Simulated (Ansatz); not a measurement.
# Energy from pressure between two volumes: SrF2 (I4mm, 3 atoms in the cell)

```
SrF2
1.0
    0.00000     2.88550     2.88550
    2.88550     0.00000     2.88550
    2.88550     2.88550     0.00000
Sr F
1 2
Cartesian
  0.00000   0.00000   0.05000
  1.44275   1.44275   1.44275
  4.32825   4.32825   4.32825
```

Method of the run: PBE, PAW files (plane waves; Ansatz, an electronic-structure program).

Settings: basis.ecutwfc = 74.2 Ry; kpoints.mp_grid.grid = 7 7 7; hamiltonian.xc = pbe; hamiltonian.pseudopotentials = {kind: paw} (the program's default PAW files); scf.occupations.method = fermi_dirac; scf.occupations.width = 0.0015 Ry. This cutoff ends a ladder whose last two steps agree within 1 meV/atom.

The second cell is the first with its lattice scaled by 0.98, at the same fractional positions.

The starting cell has typed, rounded lattice constants, without a prior relaxation at this level. Its lattice was rescaled by up to half a per cent. One atom was moved a little off its site on purpose. Ansatz's pressure includes its estimate of the finite-basis (Pulay) stress.

| cell | volume (Å³/atom) | pressure (GPa) | F less the first cell's (meV/atom) |
|---|---|---|---|
| first | 16.0167 | 3.27 | 0.00 |
| second | 15.0748 | 8.75 | ? |

Task: Estimate the energy of the second cell from the pressures, and the bulk modulus between the two volumes.

Result: With P = −dF/dV, the trapezoid gives ΔF ≈ −(P₁ + P₂)/2 · ΔV = −(6.010 GPa) · (-0.9419 Å³) = 35.33 meV/atom (1 eV/Å³ = 160.22 GPa). The modulus at fixed fractional positions is B = −ΔP/Δln V = 90 GPa, a mean over the interval; zero pressure lies outside it, so this is not the modulus at equilibrium. P(V) is curved, so the trapezoid lies high by about |ΔV|³·B·(1 + B′)/(12·V̄²) = 0.81 meV/atom for an assumed B′ = 4, which leaves 34.52 meV/atom. The runs gave 34.46 meV/atom, a miss of 0.06 meV/atom. Cases were kept where this miss is small, so the page shows the method and is no test of it.

Left out of this page: 15 runs of the series outside the window shown, repeating another row's setting, or not comparable.

Keys are those of Ansatz 0.2.
